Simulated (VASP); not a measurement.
# Pt (Fm-3m) in VASP: density of states with PBE

Aim: the density of states of Pt with PBE.

Program: VASP 6.6.1. These are calculated values, not measurements. Logs are shortened: lines on timing, memory, paths and dates and some standing lists are left out, and cuts for length are marked.

## 1. The crystal as given

It takes space group Fm-3m (No. 225, cubic). Conventional cell: a = 3.985 Å, b = 3.985 Å, c = 3.985 Å, α = 90.00°, β = 90.00°, γ = 90.00°. Pt (site symmetry m-3m) has 12 Pt at 2.82 Å as nearest neighbours.

## 2. Density of states, PBE

The input, POSCAR:

```
Pt                                      
1.0
    0.0000000000      1.9926764783      1.9926764783
    1.9926764783      0.0000000000      1.9926764783
    1.9926764783      1.9926764783      0.0000000000
  Pt            
     1
Direct
     0.0000000000000000    0.0000000000000000    0.0000000000000000
```

The input, INCAR.step1:

```
  PREC = Accurate
  ENCUT = 520
  EDIFF = 1E-7
  ISMEAR = 0
  SIGMA = 1.0
  LREAL = False
  LASPH = True
  NELM = 60
  ALGO = Fast
  ISIF = 2
  LWAVE = False
  LCHARG = True
  LMAXMIX = 4
  GGA = PE
```

The input, KPOINTS.step1:

```
Automatic mesh
0
Gamma
  18 18 18
```

The input, INCAR.step2:

```
  PREC = Accurate
  ENCUT = 520
  EDIFF = 1E-7
  ISMEAR = -5
  SIGMA = 1.0
  LREAL = False
  LASPH = True
  NELM = 60
  ALGO = Fast
  ISIF = 2
  LWAVE = False
  LCHARG = False
  LMAXMIX = 4
  GGA = PE
  LORBIT = 10
  NEDOS = 1001
  ICHARG = 11
```

The input, KPOINTS.step2:

```
Automatic mesh
0
Gamma
  27 27 27
```

Potentials or basis: VASP PAW PBE potentials, release 64 (Pt).

Command:

```bash
> cat potpaw_PBE.64/Pt/POTCAR > POTCAR
> cp INCAR.step1 INCAR
> cp KPOINTS.step1 KPOINTS
> mpirun -np 1 vasp_std > vasp.out
> cp INCAR.step2 INCAR
> cp KPOINTS.step2 KPOINTS
> mpirun -np 1 vasp_std > vasp.out
```

OUTCAR:

```text
PREC = Accurate
   ENCUT = 520
   EDIFF = 1E-7
   ISMEAR = -5
   LREAL = False
   LASPH = True
   NELM = 60
   ISIF = 2
   GGA = PE
   LORBIT = 10
   ICHARG = 11

 ion  position               nearest neighbor table
   1  0.000  0.000  0.000-

  LATTYP: Found a face centered cubic cell.
 ALAT       =     3.9853529566

  Lattice vectors:

 A1 = (   0.0000000000,   1.9926764783,   1.9926764783)
 A2 = (   1.9926764783,   0.0000000000,   1.9926764783)
 A3 = (   1.9926764783,   1.9926764783,   0.0000000000)

Analysis of symmetry for initial positions (statically):
=====================================================================
 Subroutine PRICEL returns:
 Original cell was already a primitive cell.

 Routine SETGRP: Setting up the symmetry group for a
 face centered cubic supercell.

 Subroutine GETGRP returns: Found 48 space group operations
 (whereof 48 operations were pure point group operations)
 out of a pool of 48 trial point group operations.

The static configuration has the point symmetry O_h .

Analysis of symmetry for dynamics (positions and initial velocities):
=====================================================================
 Subroutine PRICEL returns:
 Original cell was already a primitive cell.

 Routine SETGRP: Setting up the symmetry group for a
 face centered cubic supercell.

 Subroutine GETGRP returns: Found 48 space group operations
 (whereof 48 operations were pure point group operations)
 out of a pool of 48 trial point group operations.

The dynamic configuration has the point symmetry O_h .

 Subroutine INISYM returns: Found 48 space group operations
 (whereof 48 operations are pure point group operations),
 and found     1 'primitive' translations

----------------------------------------------------------------------------------------

                                     Primitive cell

  volume of cell :      15.8249

  direct lattice vectors                    reciprocal lattice vectors
     0.000000000  1.992676478  1.992676478    -0.250918805  0.250918805  0.250918805
     1.992676478  0.000000000  1.992676478     0.250918805 -0.250918805  0.250918805
     1.992676478  1.992676478  0.000000000     0.250918805  0.250918805 -0.250918805

  length of vectors
     2.818070101  2.818070101  2.818070101     0.434604118  0.434604118  0.434604118

  position of ions in fractional coordinates (direct lattice)
     0.000000000  0.000000000  0.000000000

  ion indices of the primitive-cell ions
   primitive index   ion index
                 1           1

----------------------------------------------------------------------------------------

 KPOINTS: Automatic mesh

Automatic generation of k-mesh.
 Grid dimensions read from file:
 generate k-points for:   27   27   27

 Generating k-lattice:

  Cartesian coordinates                     Fractional coordinates (reciprocal lattice)
    -0.009293289  0.009293289  0.009293289     0.037037037  0.000000000  0.000000000
     0.009293289 -0.009293289  0.009293289     0.000000000  0.037037037  0.000000000
     0.009293289  0.009293289 -0.009293289     0.000000000  0.000000000  0.037037037

  Length of vectors
     0.016096449  0.016096449  0.016096449

  Shift w.r.t. Gamma in fractional coordinates (k-lattice)
     0.000000000  0.000000000  0.000000000

 TETIRR: Found   2653 inequivalent tetrahedra from   118098

 Subroutine IBZKPT returns following result:
 ===========================================

 Found    560 irreducible k-points:

 Following reciprocal coordinates:
            Coordinates               Weight
  0.000000  0.000000  0.000000      1.000000
  0.037037  0.000000  0.000000      8.000000
  0.074074  0.000000  0.000000      8.000000
  0.111111  0.000000  0.000000      8.000000
  0.148148  0.000000  0.000000      8.000000
  0.185185  0.000000  0.000000      8.000000
[... 16 lines left out ...]
  0.333333  0.037037  0.000000     24.000000
  0.370370  0.037037  0.000000     24.000000
 [... further k-points ...]
   k-points           NKPTS =    560   k-points in BZ     NKDIM =    560   number of bands    NBANDS=      9
   number of dos      NEDOS =   1001   number of ions     NIONS =      1
   total plane-waves  NPLWV =  13824
   dimension x,y,z NGX =    24 NGY =   24 NGZ =   24
   dimension x,y,z NGXF=    48 NGYF=   48 NGZF=   48
   ions per type =               1
   NGX,Y,Z   is equivalent  to a cutoff of  14.16, 14.16, 14.16 a.u.
   NGXF,Y,Z  is equivalent  to a cutoff of  28.32, 28.32, 28.32 a.u.
 SYSTEM =  unknown system
   PREC   = accura    normal or accurate (medium, high low for compatibility)
   ISTART =      0    job   : 0-new  1-cont  2-samecut
   ICHARG =     11    charge: 1-file 2-atom 10-const
   ISPIN  =      1    spin polarized calculation?
   LNONCOLLINEAR =      F non collinear calculations
   LSORBIT =      F    spin-orbit coupling
   LASPH  =      T    aspherical Exc in radial PAW
   ENCUT  =  520.0 eV  38.22 Ry    6.18 a.u.   5.24  5.24  5.24*2*pi/ulx,y,z
   NELM   =     60;   NELMIN=  2; NELMDL=  0     # of ELM steps
   EDIFF  = 0.1E-06   stopping-criterion for ELM
   LREAL  =      F    real-space projection
   EDIFFG = 0.1E-05   stopping-criterion for IOM
   NSW    =      0    number of steps for IOM
   IBRION =     -1    ionic relax: 0-MD 1-quasi-New 2-CG
   NFREE  =      0    steps in history (QN), initial steepest desc. (CG)
   ISIF   =      2    stress and relaxation
   ISYM   =      2    0-nonsym 1-usesym 2-fastsym
   POTIM  = 0.5000    time-step for ionic-motion
   TEBEG  =    0.0;   TEEND  =   0.0 temperature during run
   PSTRESS=    0.0 pullay stress
   NELECT =      10.0000    total number of electrons
   NUPDOWN=      -1.0000    fix difference up-down
   EMIN   =  10.00;   EMAX   =-10.00  energy-range for DOS
   EFERMI =   0.00;   METHOD = LEGACY
   ISMEAR =    -5;   SIGMA  =   1.00  broadening in eV -4-tet -1-fermi 0-gaus
   EFERMI_NEDOS =   21; number of points for ismear=-14 and -15
   IALGO  =     68    algorithm
   IMIX   =      4    mixing-type and parameters
     AMIX     =   0.40;   BMIX     =  1.00
     AMIX_MAG =   1.60;   BMIX_MAG =  1.00
  volume/ion in A,a.u.               =      15.82       106.79
  Fermi-wavevector in a.u.,A,eV,Ry     =   1.404844  2.654770 26.852269  1.973586
  Thomas-Fermi vector in A             =   2.527365
   LORBIT       =     10    0 simple, 1 ext, 2 COOP (PROOUT), +10 PAW based schemes
   GGA     = PE    functional components
   LHFCALC =     F    Hartree Fock is set to
   AEXX    =    0.0000 exact exchange contribution
   IVDW    =     0    specifies the selected vdW correction
   LEPSILON=     F    determine dielectric tensor
   LRPA    =     F    only Hartree local field effects (RPA)
 non-spin polarized calculation
 RMM-DIIS sequential band-by-band and
 Fermi weights with tetrahedron method with Bloechl corrections
  energy-cutoff  :      520.00
  volume of cell :       15.82
 maximum number of plane-waves:       444
 NGX is ok and might be reduce to    24

 number of electron      10.0000001 magnetization

 Free energy of the ion-electron system (eV)
  ---------------------------------------------------
  ext. energy  EPLUGINS =         0.00000000
  ---------------------------------------------------
  free energy    TOTEN  =        -6.09593281 eV

  energy without entropy =       -6.09593281  energy(sigma->0) =       -6.09593281

 E-fermi :  10.3514     XC(G=0): -13.2040

 val. band max:       10.3747754552   @ k =   0.4444   0.1111   0.0000
 cond. band min:      10.2873430490   @ k =   0.4444   0.0000   0.0000
 fundamental gap:     -0.0874324062
 Fermi energy:        10.3513779088

 k-point     1 :       0.0000    0.0000    0.0000
  band No.  band energies     occupation
      1       0.6782      2.00000
      2       6.8660      2.00000
      3       6.8660      2.00000
      4       6.8660      2.00000
      5       8.8475      2.00000
      6       8.8475      2.00000
      7      25.1314      0.00000
      8      29.8148      0.00000
      9      29.8148      0.00000

 k-point     2 :       0.0370    0.0000    0.0000
  band No.  band energies     occupation
      1       0.7312      2.00000
      2       6.8428      2.00000
      3       6.8870      2.00000
      4       6.8870      2.00000
      5       8.8358      2.00000
      6       8.8358      2.00000
      7      25.2118      0.00000
      8      29.4968      0.00000
      9      29.8934      0.00000

 k-point     3 :       0.0741    0.0000    0.0000
  band No.  band energies     occupation
      1       0.8883      2.00000
      2       6.7775      2.00000
      3       6.9465      2.00000
      4       6.9465      2.00000
      5       8.8049      2.00000
      6       8.8049      2.00000
      7      25.4429      0.00000
      8      28.7242      0.00000
      9      30.1258      0.00000

 k-point     4 :       0.1111    0.0000    0.0000
  band No.  band energies     occupation
      1       1.1432      2.00000
      2       6.6831      2.00000
      3       7.0338      2.00000
      4       7.0338      2.00000
      5       8.7683      2.00000
      6       8.7683      2.00000
      7      25.7910      0.00000
      8      27.7478      0.00000
      9      30.5013      0.00000

 k-point     5 :       0.1481    0.0000    0.0000
  band No.  band energies     occupation
      1       1.4843      2.00000
      2       6.5807      2.00000
      3       7.1287      2.00000
      4       7.1287      2.00000
      5       8.7495      2.00000
      6       8.7495      2.00000
      7      26.1684      0.00000
      8      26.7087      0.00000
      9      31.0002      0.00000

 k-point     6 :       0.1852    0.0000    0.0000
  band No.  band energies     occupation
      1       1.8910      2.00000
      2       6.5003      2.00000
      3       7.2025      2.00000
      4       7.2025      2.00000
      5       8.7797      2.00000
      6       8.7797      2.00000
      7      25.5119      0.00000
      8      26.5942      0.00000
      9      31.5865      0.00000
[... 169 lines left out ...]
 k-point    21 :       0.2593    0.0370    0.0000
  band No.  band energies     occupation
      1       2.6622      2.00000
      2       6.4764      2.00000
      3       7.2174      2.00000
      4       7.2524      2.00000
      5       8.8518      2.00000
      6       9.1847      2.00000
      7      23.5235      0.00000
      8      26.7401      0.00000
      9      31.4837      0.00000

 k-point    22 :       0.2963    0.0370    0.0000
  band No.  band energies     occupation
      1       3.0411      2.00000
      2       6.6757      2.00000
      3       7.1460      2.00000
      4       7.1995      2.00000
      5       9.1107      2.00000
      6       9.4139      2.00000
      7      22.1978      0.00000
      8      26.4245      0.00000
      9      31.2693      0.00000

 k-point    23 :       0.3333    0.0370    0.0000
  band No.  band energies     occupation
      1       3.3142      2.00000
      2       7.0189      2.00000
      3       7.1047      2.00000
      4       7.1211      2.00000
      5       9.4234      2.00000
      6       9.6727      2.00000
      7      20.8169      0.00000
      8      25.9852      0.00000
      9      30.7127      0.00000

 k-point    24 :       0.3704    0.0370    0.0000
  band No.  band energies     occupation
      1       3.4719      2.00000
      2       6.9515      2.00000
      3       7.0353      2.00000
      4       7.6565      2.00000
      5       9.7633      2.00000
      6       9.9291      2.00000
      7      19.4278      0.00000
      8      25.5531      0.00000
      9      30.0689      0.00000

 [... further k-points ...]
[... 5 lines left out ...]
  --------------------------------------------------------------------------------------
  -------------------------------------------------------------------------------------
  Total       -0.3823387     -0.3823387     -0.3823387      0.0000000      0.0000000      0.0000000
  in kB      -38.7095808    -38.7095808    -38.7095808      0.0000000      0.0000000      0.0000000
  external PRESSURE =     -38.7095808 kB  Pullay stress =       0.0000000 kB

 VOLUME and BASIS-vectors are now :
 -----------------------------------------------------------------------------
  energy-cutoff  :      520.00
  volume of cell :       15.82
      direct lattice vectors                 reciprocal lattice vectors
     0.000000000  1.992676478  1.992676478    -0.250918805  0.250918805  0.250918805
     1.992676478  0.000000000  1.992676478     0.250918805 -0.250918805  0.250918805
     1.992676478  1.992676478  0.000000000     0.250918805  0.250918805 -0.250918805

 POSITION                                       TOTAL-FORCE (eV/Angst)
 -----------------------------------------------------------------------------------
      0.00000      0.00000      0.00000         0.000000      0.000000      0.000000
 -----------------------------------------------------------------------------------
    total drift:                               -0.000000     -0.000000     -0.000000

  FREE ENERGIE OF THE ION-ELECTRON SYSTEM (eV)
  ---------------------------------------------------
  free  energy   TOTEN  =        -6.0959328063 eV

  energy  without entropy=       -6.0959328063  energy(sigma->0) =       -6.09593281

 total charge

# of ion       s       p       d       tot
------------------------------------------
    1        0.613   0.553   8.010   9.177
```

Run time: 60 s. Hardware: 1 thread of Intel Xeon Platinum 8488C (Sapphire Rapids), shared host; peak memory 0.21 GiB.

Results:

```yaml
Valence_electrons_inside_the_program's_atomic_spheres: Pt 9.18
```

States per cell in windows of 1 eV (zero at the Fermi level; states under -8 eV left out):
```tsv
from (eV)	total	Pt1_d	Pt1_p	Pt1_s
-8.0	0.17	0.02	0.02	0.10
-7.0	0.71	0.36	0.04	0.20
-6.0	1.42	1.07	0.07	0.13
-5.0	1.28	1.05	0.09	0.02
-4.0	1.99	1.66	0.14	0.04
-3.0	1.42	1.20	0.10	0.02
-2.0	1.39	1.24	0.06	0.02
-1.0	1.49	1.40	0.03	0.01
0.0	0.80	0.72	0.03	0.02
1.0	0.28	0.18	0.05	0.03
2.0	0.28	0.14	0.07	0.04
3.0	0.27	0.11	0.08	0.05
4.0	0.23	0.08	0.07	0.06
5.0	0.33	0.10	0.06	0.13
6.0	0.30	0.08	0.09	0.09
7.0	0.36	0.08	0.11	0.10
```

Caveat: tetrahedron occupations give inexact forces and stress in metals. Spin-orbit coupling is left out, which matters for the levels of Pt.
